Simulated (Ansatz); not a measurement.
# Si: frozen-core PAW against all-electron methods

```
Si
1.0
    -2.19635    2.35386    1.27676
     2.23460   -2.31561    1.27324
     2.26740    2.38314   -1.20571
Si
2
Direct
  0.80700 0.55700 0.25000
  0.19300 0.44300 0.75000
```

Atoms are numbered in the order listed.

The geometry is COD entry 9011656, unchecked; take it as a test cell. The listed cell was then made from it by scaling, straining or moving an atom.

Methods: DFT, PBE, PAW with Ansatz's default frozen-core files, scalar-relativistic (Ansatz 0.2.0); DFT, PBE, all-electron PAW with datasets made for the crystal, scalar-relativistic (Ansatz 0.2.0); DFT, PBE, all-electron LAPW, scalar-relativistic (Ansatz 0.2.0).

For PAW: a Γ-centred 16×16×16 k mesh, Fermi–Dirac smearing of 0.05 eV, cutoff 420 eV, no spin polarisation. The crystal-made all-electron datasets (AE datasets) take a cutoff of 220 eV at this cell. LAPW targets a basis error of 0.5 meV/atom. The Ansatz runs share mesh, smearing and spin set-up. Plane-wave (PAW) pressures include the program's estimate of the Pulay term.

Stress and pressure are positive in compression.

The change that made this cell: equal xy, yz and zx engineering shear strains of +3 %.

In a metal, gradients converge slowly with the k mesh: the values move by tens of per cent from one mesh to another, at times in sign, so only the comparison on one mesh counts.

```
                             quantity    PAW  AE datasets   LAPW
                       pressure (GPa)  15.77        15.74  15.75
                      stress xx (GPa)  14.90        14.89  14.89
                      stress yy (GPa)  17.82        17.78  17.79
                      stress zz (GPa)  14.58        14.56  14.56
                      stress yz (GPa)  -2.13        -2.13  -2.13
                      stress xz (GPa)  -1.22        -1.22  -1.22
                      stress xy (GPa)  -2.07        -2.07  -2.07
               force on Si1, x (eV/Å)  0.096        0.096  0.096
field gradient Vzz at Si1 (10²¹ V/m²)  -2.62        -2.62      –
```

PAW's pressure differs from the LAPW value by +0.02 GPa.
